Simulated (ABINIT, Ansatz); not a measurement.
# How the form of the self-energy moves the gap of BeTe (F-43m)

Wanted: the gap of BeTe (F-43m) under several approximations, with cost.

Calculated with ABINIT 10.8.3; PBE and many-body steps on it, plane waves.

**What was measured.**

- Gap 2.7 eV: absolute (indirect, Gamma to X) gap; bulk crystal (quoted from earlier experiment) (quoted in “The band structure of BeTe - a combined experimental and theoretical study”, 1997, arxiv:cond-mat/9712266).

- Gap 2.8 eV: absolute (indirect, Gamma to X) gap, second literature value; film (quoted from earlier experiment) (quoted in “The band structure of BeTe - a combined experimental and theoretical study”, 1997, arxiv:cond-mat/9712266).

## (1) The structure

Symmetry: F-43m, No. 216, cubic system. Conventional cell: a = 5.663 Å, b = 5.663 Å, c = 5.663 Å, α = 90.00°, β = 90.00°, γ = 90.00°. Nearest to Be lie 4 Te at 2.45 Å. Nearest to Te lie 4 Be at 2.45 Å. Farther neighbours and most contacts between anions are not listed.

The cell and positions are those that the Materials Project relaxed with its own functionals (PBE, PBE+U or r2SCAN), kept fixed. Spin-orbit coupling is left out unless a step names it.

## (2) Empty states on the mesh, 6×6×6 mesh, 425 bands

This step: ABINIT 10.8.3; DFT, PBE, plane waves, norm-conserving pseudopotentials.

The sums over transitions need many empty states on a uniform mesh; this step solves for them.

run.abi

```
acell 3*1.0 Angstrom
rprim 
  -0.000000000000 2.831458787600 2.831458787600
  2.831458787600 0.000000000000 2.831458787600
  2.831458787600 2.831458787600 0.000000000000
ntypat 2
znucl 4 52
natom 2
typat 1 2
xred 
  0.000000000000 0.000000000000 0.000000000000
  0.750000000000 0.750000000000 0.750000000000
pp_dirpath "pseudos"
pseudos "Be.upf, Te.upf"
ecut 38
ngkpt 6 6 6
nshiftk 1
shiftk 0 0 0
kptopt 1
chksymbreak 0
irdden 1
istwfk *1
nband 425
prtvol 0
optdriver 6
gwr_task "HDIAGO"
paral_kgb 0
occopt 1
indata_prefix "in"
outdata_prefix "out"
tmpdata_prefix "tmp"
```

Run with:

```
OMP_NUM_THREADS=1 mpirun -n 8 abinit run.abi > log
```

What it wrote:

```text
.Version 10.8.3 of ABINIT. v10.8.2 released Aug 2026.

 Symmetries : space group F-4 3 m (#216); Bravais cF (face-center cubic)
[... echo of the input left out ...]
== DATASET  1 ==================================================================
-   mpi_nproc: 8, omp_nthreads: 1 (-1 if OMP is not activated)

--- !DatasetInfo
iteration_state: {dtset: 1, }
dimensions: {natom: 2, nkpt: 16, mband: 425, nsppol: 1, nspinor: 1, nspden: 1, mpw: 3479, }
cutoff_energies: {ecut:  38.0, pawecutdg:  -1.0, }
[...]
Indirect band gap semiconductor
 Fundamental gap:     2.028 (eV)
   VBM:     3.976 (eV) at k: [ 0.0000E+00,  0.0000E+00,  0.0000E+00]
   CBM:     6.004 (eV) at k: [ 5.0000E-01,  5.0000E-01,  0.0000E+00]
 Direct gap:         3.658 (eV) at k: [ 0.0000E+00,  0.0000E+00,  0.0000E+00]

== END DATASET(S) ==============================================================
================================================================================

 -outvars: echo values of variables after computation  --------
           etotal      0.0000000000E+00
            nband         425
             nkpt          16
          spgroup         216
 [... the other variables as echoed above ...]

 Calculation completed.
```

Wall time 56 s (8 MPI ranks of Arm Neoverse V2, shared host); peak memory 5.6 GiB.

This step gave:

- gap: 2.028 eV
- k of the valence top: 0, 0, 0
- k of the conduction bottom: 0.5, 0.5, 0
- least direct gap: 3.658 eV
- k points computed: 16
- lowest point of the top converged band, above the valence top: 236.7247 eV

On this mesh the gap is 2.028 eV.

The density comes from a self-consistent run that is not shown.

## (3) Screening, 6×6×6 mesh, 176 bands, screening to 212.2 eV

The RPA dielectric matrix is built and inverted for each q.

This step: RPA screening on PBE, plane waves, norm-conserving pseudopotentials.

Edit run.abi of step 2 so:

```diff
@@ -20,10 +20,11 @@
 chksymbreak 0
-irdden 1
 istwfk *1
-nband 425
-prtvol 0
-optdriver 6
-gwr_task "HDIAGO"
-paral_kgb 0
 occopt 1
+irdwfk 1
+optdriver 3
+nband 176
+ecuteps 7.8
+inclvkb 2
+awtr 1
+symchi 1
 indata_prefix "in"
```

What it wrote:

```text
.Version 10.8.3 of ABINIT. v10.8.2 released Aug 2026.

 Symmetries : space group F-4 3 m (#216); Bravais cF (face-center cubic)
[... echo of the input left out ...]
== DATASET  1 ==================================================================
-   mpi_nproc: 8, omp_nthreads: 1 (-1 if OMP is not activated)

--- !DatasetInfo
iteration_state: {dtset: 1, }
dimensions: {natom: 2, nkpt: 16, mband: 176, nsppol: 1, nspinor: 1, nspden: 1, mpw: 3479, }
cutoff_energies: {ecut:  38.0, pawecutdg:  -1.0, }
electrons: {nelect:   2.00000000E+01, charge:   0.00000000E+00, occopt:   1.00000000E+00, tsmear:   1.00000000E-02, }

 SCREENING: Calculation of the susceptibility and dielectric matrices

 Based on a program developped by R.W. Godby, V. Olevano, G. Onida, and L. Reining.
 Incorporated in ABINIT by V. Olevano, G.-M. Rignanese, and M. Torrent.
.Using double precision arithmetic ; gwpc =  8

[... cell and pseudopotentials left out ...]
--------------------------------------------------------------------------------

 ==== K-mesh for the wavefunctions ====
 Number of points in the irreducible wedge :    16
[... list of points left out ...]
 Together with 24 symmetry operations and time-reversal symmetry
 yields   216 points in the full Brillouin Zone.

 ==== Q-mesh for the screening function ====
 Number of points in the irreducible wedge :    16
[... list of points left out ...]
 Together with 24 symmetry operations and time-reversal symmetry
 yields   216 points in the full Brillouin Zone.

 setmesh: FFT mesh size selected  =    32x   32x   32
          total number of points  =        32768

 vcoul_init : cutoff-mode = AUXILIARY_FUNCTION
 q-points for optical limit:   1
     1)      0.000010    0.000020    0.000030

- screening: taking advantage of time-reversal symmetry
- Maximum band index for partially occupied states nbvw = 10
- Remaining bands to be divided among processors   nbcw = 166
- Number of bands treated by each node ~20

 Number of electrons calculated from density =   20.0000; Expected =   20.0000
 average of density, n =  0.065279
 r_s =    1.5407
 omega_plasma =   24.6457 [eV]

 calculating chi0 at frequencies [eV] :
  1    0.000000E+00    0.000000E+00
  2    0.000000E+00    2.464574E+01

--------------------------------------------------------------------------------
  q-point number  1        q = ( 0.000000, 0.000000, 0.000000) [r.l.u.]
--------------------------------------------------------------------------------
[... chi0 elements left out ...]
 For q-point:  0.000010 0.000020 0.000030
  dielectric constant =   7.2992
  dielectric constant without local fields =   8.4056

  Average fulfillment of the sum rule on Im[epsilon] for q-point    1 :    107.04  [%]
[... wings left out ...]
  q-point number  2        q = ( 0.166667, 0.000000, 0.000000) [r.l.u.]
--------------------------------------------------------------------------------
[... chi0 elements left out ...]
  Average fulfillment of the sum rule on Im[epsilon] for q-point    2 :    135.49  [%]

 [... 14 further q-points ...]
```

The job ended after 2.6 min (8 MPI ranks; peak memory 3.2 GiB; 21 min of CPU time).

Numbers from this step:

* ε∞ with local fields, on this mesh, along the program's q direction: 7.299
* the same without local fields: 8.406
* plasma frequency: 24.65 eV
* plane waves in the screening matrix: 331

Local fields lower ε∞ by 13 %.

## (4) G0W0, Godby-Needs plasmon pole

The self-energy is evaluated for the states that the input lists, and the levels follow from it, in one-shot runs by the linearised quasiparticle equation.

This step: G0W0 on PBE, plane waves, norm-conserving pseudopotentials.

Edit run.abi of step 3 so:

```diff
@@ -23,8 +23,17 @@
 irdwfk 1
-optdriver 3
+optdriver 4
 nband 176
+gwcalctyp 0
+ecutsigx 38
+symsigma 1
+nkptgw 2
+kptgw 
+  0.0000000000 0.0000000000 0.0000000000
+  0.5000000000 0.5000000000 0.0000000000
+bdgw 
+  8 13
+  9 12
 ecuteps 7.8
-inclvkb 2
-awtr 1
-symchi 1
+irdscr 1
+ppmodel 1
 indata_prefix "in"
```

What it wrote:

```text
.Version 10.8.3 of ABINIT. v10.8.2 released Aug 2026.

 Symmetries : space group F-4 3 m (#216); Bravais cF (face-center cubic)
[... echo of the input left out ...]
== DATASET  1 ==================================================================
-   mpi_nproc: 8, omp_nthreads: 1 (-1 if OMP is not activated)

--- !DatasetInfo
iteration_state: {dtset: 1, }
dimensions: {natom: 2, nkpt: 16, mband: 176, nsppol: 1, nspinor: 1, nspden: 1, mpw: 3479, }
cutoff_energies: {ecut:  38.0, pawecutdg:  -1.0, }
electrons: {nelect:   2.00000000E+01, charge:   0.00000000E+00, occopt:   1.00000000E+00, tsmear:   1.00000000E-02, }

 SIGMA: Calculation of the GW corrections

 Based on a program developped by R.W. Godby, V. Olevano, G. Onida, and L. Reining.
 Incorporated in ABINIT by V. Olevano, G.-M. Rignanese, and M. Torrent.
.Using double precision arithmetic ; gwpc =  8

[... cell and pseudopotentials left out ...]
--------------------------------------------------------------------------------

 ==== K-mesh for the wavefunctions ====
 Number of points in the irreducible wedge :    16
[... list of points left out ...]
 Together with 24 symmetry operations and time-reversal symmetry
 yields   216 points in the full Brillouin Zone.

 ==== Q-mesh for screening function ====
 Number of points in the irreducible wedge :    16
[... list of points left out ...]
 Together with 24 symmetry operations and time-reversal symmetry
 yields   216 points in the full Brillouin Zone.

 vcoul_init : cutoff-mode = AUXILIARY_FUNCTION
 q-points for optical limit:   1
     1)      0.000010    0.000020    0.000030
 setmesh: FFT mesh size selected  =    45x   45x   45
          total number of points  =        91125

 Number of electrons calculated from density =   20.0000; Expected =   20.0000
 average of density, n =  0.065279
 r_s =    1.5407
 omega_plasma =   24.6457 [eV]

 === KS Band Gaps ===
  >>>> For spin  1
   Minimum direct gap =   3.6577 [eV], located at k-point      :   0.0000  0.0000  0.0000
   Fundamental gap    =   2.0277 [eV], Top of valence bands at :   0.0000  0.0000  0.0000
                                       Bottom of conduction at :   0.5000  0.5000  0.0000
 SIGMA fundamental parameters:
 PLASMON POLE MODEL  1
 number of plane-waves for SigmaX                 3479
 number of plane-waves for SigmaC and W            331
 number of plane-waves for wavefunctions          3479
 number of bands                                   176
 number of independent spin polarizations            1
 number of spinorial components                      1
 number of k-points in IBZ                          16
 number of q-points in IBZ                          16
 number of symmetry operations                      24
 number of k-points in BZ                          216
 number of q-points in BZ                          216
 number of frequencies for dSigma/dE                 9
 frequency step for dSigma/dE [eV]                0.25
 number of omega for Sigma on real axis              0
 max omega for Sigma on real axis  [eV]           0.00
 zcut for avoiding poles [eV]                     0.10

 EPSILON^-1 parameters (SCR file):
 dimension of the eps^-1 matrix on file            331
 dimension of the eps^-1 matrix used               331
 number of plane-waves for wavefunctions          3479
 number of bands                                   176
 number of q-points in IBZ                          16
 number of frequencies                               2
 number of real frequencies                          1
 number of imag frequencies                          1

 matrix elements of self-energy operator (all in [eV])

 Perturbative Calculation

--- !SelfEnergy_ee
iteration_state: {dtset: 1, }
kpoint     : [   0.000,    0.000,    0.000, ]
spin       : 1
KS_gap     :    3.658
QP_gap     :    5.312
Delta_QP_KS:    1.654
data: !SigmaeeData |
     Band     E0 <VxcDFT>   SigX SigC(E0)      Z dSigC/dE  Sig(E)    E-E0       E
        8   3.976 -12.492 -15.162   1.019   0.801  -0.248 -13.815  -1.322   2.654
        9   3.976 -12.492 -15.162   1.019   0.801  -0.248 -13.815  -1.322   2.654
       10   3.976 -12.492 -15.162   1.019   0.801  -0.248 -13.815  -1.322   2.654
       11   7.634 -10.191  -5.636  -4.141   0.800  -0.250  -9.860   0.331   7.965
       12   7.634 -10.191  -5.636  -4.141   0.800  -0.250  -9.860   0.331   7.965
       13   7.634 -10.191  -5.636  -4.141   0.800  -0.250  -9.860   0.331   7.965

--- !SelfEnergy_ee
iteration_state: {dtset: 1, }
kpoint     : [   0.500,    0.500,    0.000, ]
spin       : 1
KS_gap     :    4.602
QP_gap     :    5.996
Delta_QP_KS:    1.394
data: !SigmaeeData |
     Band     E0 <VxcDFT>   SigX SigC(E0)      Z dSigC/dE  Sig(E)    E-E0       E
        9   1.402 -11.285 -14.720   1.755   0.787  -0.271 -12.607  -1.322   0.079
       10   1.402 -11.285 -14.720   1.755   0.787  -0.271 -12.607  -1.322   0.079
       11   6.004  -8.757  -4.901  -3.768   0.814  -0.228  -8.685   0.072   6.076
       12   6.690  -9.557  -5.481  -3.815   0.809  -0.236  -9.346   0.211   6.901

== END DATASET(S) ==============================================================
================================================================================

 -outvars: echo values of variables after computation  --------
           etotal      0.0000000000E+00
            nband         176
             nkpt          16
          spgroup         216
 [... the other variables as echoed above ...]

 Calculation completed.
```

The job ended after 23 s (8 MPI ranks; peak memory 3.2 GiB).

Numbers from this step:

```yaml
g0w0_gap_on_the_points_computed: 3.422 eV
starting_gap_on_the_mesh: 2.028 eV
k_of_the_valence_top: 0, 0, 0
k_of_the_conduction_bottom: 0.5, 0.5, 0
z_at_the_valence_top: 0.801
z_at_the_conduction_bottom: 0.814
least_direct_g0w0_gap_on_the_computed_points: 5.311 eV
```

The gap on the mesh goes from 2.03 eV to 3.42 eV, a correction of +1.39 eV.

(Continued in part 2 of 2.)

[Paths, hosts, dates, memory and timing lines, banners, echoed tables and standing remarks are left out of the program output.]

[Logs are printed without paths, hosts, clocks, repeated set-up lines and the standing remarks that a program may print on its own settings, such as how far it seeks lower states.]

[Runs of the session that timed out or met a known fault of the program may be left out.]

[Hosts, paths, dates, database ids (printed as entryN), source tags and the programs' standing remarks are cut or masked in the printed files.]

[G0W0 gaps are taken among the corrected bands and points alone; a level outside them can change the order at an edge.]

[Where Ansatz stands beside ABINIT at settings called matched, ABINIT's density can come from a denser mesh and the files from another edition; pairs whose starting gaps differed by over 0.03 eV were left out, so agreement reads better than it is.]
